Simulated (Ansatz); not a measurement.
# Pressure series in CdSiP2

The parent structure is CdSiP$_{2}$ in the chalcopyrite structure (space group I-42d, No. 122).

```yaml
crystal:
  lattice:
    - [-2.82216, 2.82216, 5.25016]
    - [2.82216, -2.82216, 5.25016]
    - [2.82216, 2.82216, -5.25016]
  atoms:
    - { symbol: Cd, position: [0.75000, 0.25000, 0.50000] }
    - { symbol: Cd, position: [0.00000, 0.00000, 0.00000] }
    - { symbol: Si, position: [0.25000, 0.75000, 0.50000] }
    - { symbol: Si, position: [0.50000, 0.50000, 0.00000] }
    - { symbol: P, position: [0.16769, 0.12500, 0.54269] }
    - { symbol: P, position: [0.58231, 0.62500, 0.45731] }
    - { symbol: P, position: [0.37500, 0.83231, 0.95731] }
    - { symbol: P, position: [0.87500, 0.41769, 0.04269] }
```

Cell and atoms are relaxed at each pressure.

All numbers come from Kohn–Sham DFT with the PBEsol functional, run in Ansatz (an electronic-structure program) with PAW and 420 eV plane waves, without spin-orbit coupling, earlier PAW set.

```json
[
 {"pressure (GPa)": "-2", "volume per atom (Å³/atom)": "21.451"},
 {"pressure (GPa)": "-1", "volume per atom (Å³/atom)": "21.167"},
 {"pressure (GPa)": "0", "volume per atom (Å³/atom)": "20.908"},
 {"pressure (GPa)": "0.9", "volume per atom (Å³/atom)": "20.688"},
 {"pressure (GPa)": "2.1", "volume per atom (Å³/atom)": "20.413"},
 {"pressure (GPa)": "4.5", "volume per atom (Å³/atom)": "19.913"},
 {"pressure (GPa)": "9", "volume per atom (Å³/atom)": "?"},
 {"pressure (GPa)": "15", "volume per atom (Å³/atom)": "18.276"},
 {"pressure (GPa)": "22.5", "volume per atom (Å³/atom)": "17.416"}
]
```

Question: Fit the third-order Birch–Murnaghan form P(V) = (3B₀/2)[(V₀/V)^(7/3) − (V₀/V)^(5/3)]·[1 + (3/4)(B₀′ − 4)((V₀/V)^(2/3) − 1)] (squares taken in P) to the rows shown and predict the withheld row.

Answer: Least squares on the printed values gives V₀ = 20.909 Å³/atom, B₀ = 83.5 GPa, B₀′ = 4.2; this predicts 19.125 Å³/atom, and the run gives 19.125 Å³/atom, in agreement.

Load acts through the strain it causes; cell and atoms are relaxed under it. Stability against distortions was not tested. No other phases were tried under pressure.
